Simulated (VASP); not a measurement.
# KTaO3 (Pm-3m) in VASP: settings compared

The runs below take KTaO3 through band structure, equation of state, with r2SCAN, TB-mBJ, LDA.

Program: VASP 6.6.1. These are calculated values, not measurements. Logs are shortened: lines on timing, memory, paths and dates and some standing lists are left out, and cuts for length are marked.

## Step 1: Starting point

It takes space group Pm-3m (No. 221, cubic). Conventional cell: a = 3.988 Å, b = 3.988 Å, c = 3.988 Å, α = 90.00°, β = 90.00°, γ = 90.00°. Around Ta (site symmetry m-3m) lie 6 O at 1.99 Å. K (site symmetry m-3m) is surrounded by 12 O at 2.82 Å. O (site symmetry 4/mmm) has 2 Ta at 1.99 Å as nearest neighbours.

## Step 2: Band structure, r2SCAN

Contents of INCAR:

```
PREC = Accurate ; ENCUT = 520
EDIFF = 1E-6 ; ISMEAR = 0
SIGMA = 0.02 ; LREAL = False
LASPH = True ; NELM = 100
ALGO = Normal ; ISIF = 2
LWAVE = False ; LCHARG = False
LMAXMIX = 4 ; METAGGA = R2SCAN
LMIXTAU = True ; KPAR = 2
```

Contents of KPOINTS:

```
Automatic mesh
0
Gamma
  8 8 8
```

Contents of POSCAR:

```
KTaO3
1.0
    3.9883000000      0.0000000000      0.0000000000
    0.0000000000      3.9883000000      0.0000000000
    0.0000000000      0.0000000000      3.9883000000
Ta K O
1 1 3
Direct
    0.0000000000      0.0000000000      0.0000000000
    0.5000000000      0.5000000000      0.5000000000
    0.0000000000      0.0000000000      0.5000000000
    0.0000000000      0.5000000000      0.0000000000
    0.5000000000      0.0000000000      0.0000000000
```

Contents of KPOINTS_OPT:

```
path GXMGRX,MR
15
line-mode
reciprocal
 0.0000000000  0.0000000000  0.0000000000  G
 0.0000000000  0.5000000000  0.0000000000  X

 0.0000000000  0.5000000000  0.0000000000  X
 0.5000000000  0.5000000000  0.0000000000  M

 0.5000000000  0.5000000000  0.0000000000  M
 0.0000000000  0.0000000000  0.0000000000  G

 0.0000000000  0.0000000000  0.0000000000  G
 0.5000000000  0.5000000000  0.5000000000  R

 0.5000000000  0.5000000000  0.5000000000  R
 0.0000000000  0.5000000000  0.0000000000  X

 0.5000000000  0.5000000000  0.0000000000  M
 0.5000000000  0.5000000000  0.5000000000  R
```

Potentials or basis: VASP PAW PBE potentials, release 64 (Ta_pv, K_sv, O).

On the command line:

```bash
$ cat potpaw_PBE.64/Ta_pv/POTCAR potpaw_PBE.64/K_sv/POTCAR potpaw_PBE.64/O/POTCAR > POTCAR
$ mpirun -np 2 vasp_std > vasp.out
```

OUTCAR:

```text
PREC = Accurate
   ENCUT = 520
   EDIFF = 1E-6
   ISMEAR = 0
   LREAL = False
   LASPH = True
   NELM = 100
   ISIF = 2
   METAGGA = R2SCAN

 ion  position               nearest neighbor table
   1  0.000  0.000  0.000-   3 1.99   4 1.99   5 1.99   3 1.99   4 1.99   5 1.99   2 3.45   2 3.45
                             2 3.45   2 3.45   2 3.45   2 3.45   2 3.45   2 3.45
   2  0.500  0.500  0.500-   3 2.82   4 2.82   5 2.82   4 2.82   5 2.82   3 2.82   5 2.82   5 2.82
                             3 2.82   4 2.82   4 2.82   3 2.82   1 3.45   1 3.45   1 3.45   1 3.45
   3  0.000  0.000  0.500-   1 1.99   1 1.99   2 2.82   2 2.82   2 2.82   2 2.82
   4  0.000  0.500  0.000-   1 1.99   1 1.99   2 2.82   2 2.82   2 2.82   2 2.82
   5  0.500  0.000  0.000-   1 1.99   1 1.99   2 2.82   2 2.82   2 2.82   2 2.82

  LATTYP: Found a simple cubic cell.
 ALAT       =     3.9883000000

  Lattice vectors:

 A1 = (   3.9883000000,   0.0000000000,   0.0000000000)
 A2 = (   0.0000000000,   3.9883000000,   0.0000000000)
 A3 = (   0.0000000000,   0.0000000000,   3.9883000000)

Analysis of symmetry for initial positions (statically):
=====================================================================
 Subroutine PRICEL returns:
 Original cell was already a primitive cell.

 Routine SETGRP: Setting up the symmetry group for a
 simple cubic supercell.

 Subroutine GETGRP returns: Found 48 space group operations
 (whereof 48 operations were pure point group operations)
 out of a pool of 48 trial point group operations.

The static configuration has the point symmetry O_h .

Analysis of symmetry for dynamics (positions and initial velocities):
=====================================================================
 Subroutine PRICEL returns:
 Original cell was already a primitive cell.

 Routine SETGRP: Setting up the symmetry group for a
 simple cubic supercell.

 Subroutine GETGRP returns: Found 48 space group operations
 (whereof 48 operations were pure point group operations)
 out of a pool of 48 trial point group operations.

The dynamic configuration has the point symmetry O_h .

 Subroutine INISYM returns: Found 48 space group operations
 (whereof 48 operations are pure point group operations),
 and found     1 'primitive' translations

----------------------------------------------------------------------------------------

                                     Primitive cell

  volume of cell :      63.4400

[... 98 lines left out ...]
   IBRION =     -1    ionic relax: 0-MD 1-quasi-New 2-CG
   NFREE  =      0    steps in history (QN), initial steepest desc. (CG)
   ISIF   =      2    stress and relaxation
   ISYM   =      2    0-nonsym 1-usesym 2-fastsym
   POTIM  = 0.5000    time-step for ionic-motion
   TEBEG  =    0.0;   TEEND  =   0.0 temperature during run
   PSTRESS=    0.0 pullay stress
   NELECT =      38.0000    total number of electrons
   NUPDOWN=      -1.0000    fix difference up-down
   EMIN   =  10.00;   EMAX   =-10.00  energy-range for DOS
   EFERMI =   0.00;   METHOD = LEGACY
   ISMEAR =     0;   SIGMA  =   0.02  broadening in eV -4-tet -1-fermi 0-gaus
   EFERMI_NEDOS =   21; number of points for ismear=-14 and -15
   IALGO  =     38    algorithm
   IMIX   =      4    mixing-type and parameters
     AMIX     =   0.40;   BMIX     =  1.00
     AMIX_MAG =   1.60;   BMIX_MAG =  1.00
  volume/ion in A,a.u.               =      12.69        85.62
  Fermi-wavevector in a.u.,A,eV,Ry     =   1.380008  2.607837 25.911228  1.904422
  Thomas-Fermi vector in A             =   2.504925
   LORBIT       =      0    0 simple, 1 ext, 2 COOP (PROOUT), +10 PAW based schemes
   METAGGA = R2SCAN    functional components
   LHFCALC =     F    Hartree Fock is set to
   AEXX    =    0.0000 exact exchange contribution
   IVDW    =     0    specifies the selected vdW correction
   LEPSILON=     F    determine dielectric tensor
   LRPA    =     F    only Hartree local field effects (RPA)
 non-spin polarized calculation
 Gauss-broadening in eV      SIGMA  =   0.02
  energy-cutoff  :      520.00
  volume of cell :       63.44
 maximum number of plane-waves:      1743
 NGX is ok and might be reduce to    30
   NGX = 15   NGY = 15   NGZ = 15

 number of electron      37.9999976 magnetization

 Free energy of the ion-electron system (eV)
  ---------------------------------------------------
  ext. energy  EPLUGINS =         0.00000000
  ---------------------------------------------------
  free energy    TOTEN  =       -87.16269721 eV

  energy without entropy =      -87.16269721  energy(sigma->0) =      -87.16269721

 E-fermi :   1.5656     XC(G=0): -11.5574

 val. band max:        1.4195573863   @ k =   0.5000   0.5000   0.5000
 cond. band min:       4.0187268750   @ k =   0.0000   0.0000   0.0000
 fundamental gap:      2.5991694886
 Fermi energy:         1.5656386483

 k-point     1 :       0.0000    0.0000    0.0000
  band No.  band energies     occupation
      1     -33.8583      2.00000
      2     -33.8583      2.00000
      3     -33.8583      2.00000
      4     -27.0301      2.00000
      5     -17.1324      2.00000
      6     -16.4640      2.00000
[... 613 lines left out ...]
     22       7.9471      0.00000
     23      10.2682      0.00000

 [... further k-points ...]

------------------------ aborting loop because EDIFF is reached ----------------------------------------

  FORCE on cell =-STRESS in cart. coord.  units (eV):
  Direction    XX          YY          ZZ          XY          YZ          ZX
  --------------------------------------------------------------------------------------
  -------------------------------------------------------------------------------------
  Total        0.4792880      0.4792880      0.4792880      0.0000000      0.0000000     -0.0000000
  in kB       12.1044104     12.1044104     12.1044104      0.0000000      0.0000000     -0.0000000
  external PRESSURE =      12.1044104 kB  Pullay stress =       0.0000000 kB

 VOLUME and BASIS-vectors are now :
 -----------------------------------------------------------------------------
  energy-cutoff  :      520.00
  volume of cell :       63.44
      direct lattice vectors                 reciprocal lattice vectors
     3.988300000  0.000000000  0.000000000     0.250733395  0.000000000  0.000000000
     0.000000000  3.988300000  0.000000000     0.000000000  0.250733395  0.000000000
     0.000000000  0.000000000  3.988300000     0.000000000  0.000000000  0.250733395

 POSITION                                       TOTAL-FORCE (eV/Angst)
 -----------------------------------------------------------------------------------
      0.00000      0.00000      0.00000         0.000000      0.000000      0.000000
      1.99415      1.99415      1.99415         0.000000      0.000000      0.000000
      0.00000      0.00000      1.99415         0.000000      0.000000      0.000000
      0.00000      1.99415      0.00000         0.000000      0.000000      0.000000
      1.99415      0.00000      0.00000         0.000000      0.000000      0.000000
 -----------------------------------------------------------------------------------
    total drift:                               -0.000000     -0.000000      0.000000

  FREE ENERGIE OF THE ION-ELECTRON SYSTEM (eV)
  ---------------------------------------------------
  free  energy   TOTEN  =       -87.1626972089 eV

  energy  without entropy=      -87.1626972089  energy(sigma->0) =      -87.16269721
```

OSZICAR:

```text
N       E                     dE             d eps       ncg     rms          rms(c)
DAV:   1     0.280749524414E+03    0.28075E+03   -0.21676E+04  1610   0.169E+03
DAV:   2    -0.874539215783E+02   -0.36820E+03   -0.36135E+03  1951   0.469E+02
DAV:   3    -0.106246503093E+03   -0.18793E+02   -0.18742E+02  2242   0.103E+02
[... 38 lines left out ...]
DAV:   9    -0.151317938607E+05   -0.23154E-06     1520
       N       E                     dE             ncg
DAV:   1     0.193503710828E+05   -0.26589E+05      920
DAV:   2     0.122749181769E+05   -0.70755E+04     1130
DAV:   3     0.119039069481E+05   -0.37101E+03     1326
DAV:   4     0.118897145712E+05   -0.14192E+02     1508
DAV:   5     0.118895839095E+05   -0.13066E+00     1307
DAV:   6     0.118895813617E+05   -0.25478E-02     1329
DAV:   7     0.118895813322E+05   -0.29472E-04     1227
DAV:   8     0.118895813315E+05   -0.70840E-06      865
```

It took 2.2 min on 2 MPI ranks of AMD EPYC 9R45 (Zen 5), shared host; peak memory 0.2 GiB.

What came out:

```
Free energy             : -87.1627 eV
Pressure                : 1.2 GPa
Band gap on the k mesh  : 2.60 eV, indirect (least direct gap 3.25 eV)
Band gap along the path : 2.60 eV, indirect (least direct gap 3.25 eV)
```

Levels at the corners of the path, in eV from the valence-band top:
```csv
point,band 15,band 16,band 17,band 18,band 19,band 20,band 21,band 22,band 23
Γ,-1.10,-1.10,-0.65,-0.65,-0.65,2.60,2.60,2.60,7.07
X,-2.40,-2.15,-1.54,-0.89,-0.89,2.75,5.44,5.44,7.10
X,-2.40,-2.15,-1.54,-0.89,-0.89,2.75,5.44,5.44,7.10
M,-2.83,-1.74,-1.47,-1.47,-0.04,5.47,5.47,6.78,8.11
M,-2.83,-1.74,-1.47,-1.47,-0.04,5.47,5.47,6.78,8.11
Γ,-1.10,-1.10,-0.65,-0.65,-0.65,2.60,2.60,2.60,7.07
Γ,-1.10,-1.10,-0.65,-0.65,-0.65,2.60,2.60,2.60,7.07
R,-3.96,-3.96,0.00,0.00,0.00,6.92,6.92,6.92,9.67
R,-3.96,-3.96,0.00,0.00,0.00,6.92,6.92,6.92,9.67
X,-2.40,-2.15,-1.54,-0.89,-0.89,2.75,5.44,5.44,7.10
M,-2.83,-1.74,-1.47,-1.47,-0.04,5.47,5.47,6.78,8.11
R,-3.96,-3.96,0.00,0.00,0.00,6.92,6.92,6.92,9.67
```

Caveat: the PAW data sets were made with another functional, which shifts forces and pressure a little; spin-orbit coupling is left out, which moves the levels of the heavy elements. r2SCAN opens gaps a little over a GGA but as a rule still falls short of measured ones.

## Step 3: Band structure, TB-mBJ

POSCAR is that of step 2.

Contents of INCAR.step1:

```
PREC = Accurate ; ENCUT = 520
EDIFF = 1E-5 ; ISMEAR = 0
SIGMA = 0.02 ; LREAL = False
LASPH = True ; NELM = 100
ALGO = Normal ; ISIF = 2
LWAVE = True ; LCHARG = False
LMAXMIX = 4 ; GGA = PE
KPAR = 2
```

Contents of INCAR.step2:

```
PREC = Accurate ; ENCUT = 520
EDIFF = 1E-6 ; ISMEAR = 0
SIGMA = 0.02 ; LREAL = False
LASPH = True ; NELM = 100
ALGO = Normal ; ISIF = 2
LWAVE = False ; LCHARG = False
LMAXMIX = 4 ; METAGGA = MBJ
ISTART = 1 ; KPAR = 2
```

KPOINTS is that of step 2.

KPOINTS_OPT is that of step 2.

Potentials or basis: VASP PAW PBE potentials, release 64 (Ta_pv, K_sv, O).

On the command line:

```bash
$ cat potpaw_PBE.64/Ta_pv/POTCAR potpaw_PBE.64/K_sv/POTCAR potpaw_PBE.64/O/POTCAR > POTCAR
$ cp INCAR.step1 INCAR
$ mpirun -np 2 vasp_std > vasp.out
$ cp INCAR.step2 INCAR
$ mpirun -np 2 vasp_std > vasp.out
```

Wall time 95 s (2 MPI ranks of AMD EPYC 9R45 (Zen 5), shared host); peak memory 0.21 GiB.

Results (log left out):

- Band gap on the k mesh: 3.50 eV, indirect (least direct gap 4.25 eV)
- Band gap along the path: 3.50 eV, indirect (least direct gap 4.25 eV)

Levels at the corners of the path, in eV from the valence-band top:
| point | band 16 | band 17 | band 18 | band 19 | band 20 | band 21 | band 22 | band 23 |
| --- | --- | --- | --- | --- | --- | --- | --- | --- |
| Γ | -0.99 | -0.74 | -0.74 | -0.74 | 3.50 | 3.50 | 3.50 | 7.12 |
| X | -1.81 | -1.29 | -0.92 | -0.92 | 3.63 | 6.01 | 6.01 | 7.15 |
| X | -1.81 | -1.29 | -0.92 | -0.92 | 3.63 | 6.01 | 6.01 | 7.15 |
| M | -1.78 | -1.29 | -1.29 | -0.03 | 6.04 | 6.04 | 7.41 | 8.25 |
| M | -1.78 | -1.29 | -1.29 | -0.03 | 6.04 | 6.04 | 7.41 | 8.25 |
| Γ | -0.99 | -0.74 | -0.74 | -0.74 | 3.50 | 3.50 | 3.50 | 7.12 |
| Γ | -0.99 | -0.74 | -0.74 | -0.74 | 3.50 | 3.50 | 3.50 | 7.12 |
| R | -3.51 | 0.00 | 0.00 | 0.00 | 7.50 | 7.50 | 7.50 | 9.79 |
| R | -3.51 | 0.00 | 0.00 | 0.00 | 7.50 | 7.50 | 7.50 | 9.78 |
| X | -1.81 | -1.29 | -0.92 | -0.92 | 3.63 | 6.01 | 6.01 | 7.15 |
| M | -1.78 | -1.29 | -1.29 | -0.03 | 6.04 | 6.04 | 7.41 | 8.25 |
| R | -3.51 | 0.00 | 0.00 | 0.00 | 7.50 | 7.50 | 7.50 | 9.80 |

Caveat: the PAW data sets were made with another functional, which shifts forces and pressure a little; spin-orbit coupling is left out, which moves the levels of the heavy elements.

(Continued in part 2 of 2.)
